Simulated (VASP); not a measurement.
## NaH in VASP 6.6.1, single-point calculation

INCAR

```
LREAL = .FALSE.
ISMEAR = -1
NELECT = 8.5
LCHARG = .FALSE.
NELM = 120
METAGGA = MBJ
ENCUT = 520
ISIF = 2
PREC = Accurate
LASPH = .TRUE.
EDIFF = 1E-7
NBANDS = 11
SIGMA = 0.02
LWAVE = .FALSE.
NSW = 0
IBRION = -1
```

KPOINTS

```
KPOINTS created by Atomic Simulation Environment
0
Gamma
10 10 10
0 0 0
```

POSCAR

```
Na H
 1.0000000000000000
     0.0000000000000000    2.5202642382999998    2.5202642382999998
     2.5202642382999998    0.0000000000000000    2.5202642382999998
     2.5202642382999998    2.5202642382999998    0.0000000000000000
 Na  H
   1   1
Cartesian
  0.0000000000000000  0.0000000000000000  0.0000000000000000
  2.5202642382999998  2.5202642382999998  2.5202642382999998
```

The recommended PBE PAW datasets give the neutral cell 8 valence electrons.

Command

```
mpirun -np 1 vasp_std
```

OSZICAR

```
N       E                     dE             d eps       ncg     rms          rms(c)
DAV:   1     0.573660963579E+02    0.57366E+02   -0.45254E+03  1052   0.727E+02
DAV:   2     0.168472807533E+02   -0.40519E+02   -0.39903E+02  1064   0.193E+02
DAV:   3     0.156965874403E+02   -0.11507E+01   -0.11486E+01  1309   0.310E+01
DAV:   4     0.156881628874E+02   -0.84246E-02   -0.84234E-02  1190   0.263E+00
DAV:   5     0.156880513455E+02   -0.11154E-03   -0.11154E-03  1219   0.301E-01    0.152E+00
DAV:   6     0.166540880519E+02    0.96604E+00   -0.38731E+00  1195   0.110E+01    0.245E+00
DAV:   7     0.173143637264E+02    0.66028E+00   -0.13620E+00  1067   0.496E+00    0.240E+00
DAV:   8     0.179627405403E+02    0.64838E+00   -0.96490E-02  1170   0.208E+00    0.388E+00
DAV:   9     0.176807136251E+02   -0.28203E+00   -0.26582E+00  1088   0.855E+00    0.290E+00
DAV:  10     0.182171151003E+02    0.53640E+00   -0.33336E+00  1117   0.133E+01    0.973E-01
...
DAV:  40     0.173472342378E+02   -0.16996E-04   -0.50935E-10   535   0.221E-04    0.620E-05
DAV:  41     0.173472370851E+02    0.28473E-05   -0.18897E-10   535   0.127E-04    0.446E-05
DAV:  42     0.173472444595E+02    0.73745E-05   -0.20144E-10   535   0.969E-05    0.297E-05
DAV:  43     0.173472528727E+02    0.84132E-05   -0.19431E-11   535   0.442E-05    0.116E-05
DAV:  44     0.173472547519E+02    0.18792E-05   -0.49856E-11   535   0.522E-05    0.124E-05
DAV:  45     0.173472582663E+02    0.35144E-05   -0.46781E-12   535   0.174E-05    0.356E-06
DAV:  46     0.173472595735E+02    0.13072E-05   -0.81417E-12   535   0.202E-05    0.288E-06
DAV:  47     0.173472608197E+02    0.12462E-05   -0.67545E-13   535   0.875E-06    0.425E-07
DAV:  48     0.173472608176E+02   -0.21269E-08   -0.13766E-13   535   0.848E-06
   1 F= 0.17347261E+02 E0= 0.17348177E+02  d E =-.183200E-02
```

It converged.

The cell is charged and sits in a uniform background. The MBJ potential has no energy functional, so only its levels carry meaning.

For comparison, a separate PBE run of the intended cell, on usual settings and not on those above, gives a gap of 3.57 eV on its mesh and a pressure of -2.4 GPa.

The run above took about 51 s on one core of a shared host (Intel Xeon Platinum 8488C) and held 0.16 GiB at most.
